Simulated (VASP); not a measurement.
The system is CsSnBr3.

```xyz
5
Lattice="5.7688 0.0000 0.0000 0.0000 5.7688 0.0000 0.0000 0.0000 5.7688" Properties=species:S:1:pos:R:3 pbc="T T T"
Cs    0.0000    0.0000    0.0000
Sn    2.8844    2.8844    2.8844
Br    2.8844    0.0000    2.8844
Br    2.8844    2.8844    0.0000
Br    0.0000    2.8844    2.8844
```

The cell is a database's computed one.

Base run:

* Program: VASP 6.6.1
* Functional: r2SCAN
* Potentials or basis: VASP PAW PBE potentials, release 64 (Cs_sv, Sn_d, Br)
* Cutoff: 520 eV
* k mesh: 6 × 6 × 6
* Occupations: gaussian, width 0.03 eV
* Spin: no spin polarisation

Its results: band gap on the k mesh 0.47 eV, direct; pressure 0.7 GPa.

Task: The run is repeated on the same cell with these changes: functional from r2SCAN to PBE; further incar settings from ALGO = Normal; EDIFF = 1e-07; NBANDS = 30 to ALGO = Normal; EDIFF = 1e-07; NBANDS = 54. What comes out?

Result: Band gap on the k mesh 0.31 eV, direct; pressure 1.5 GPa.

Caveats: spin-orbit coupling is left out, which moves the levels of the heavy elements; the PAW data sets were made with another functional, which shifts forces and pressure a little (some runs).
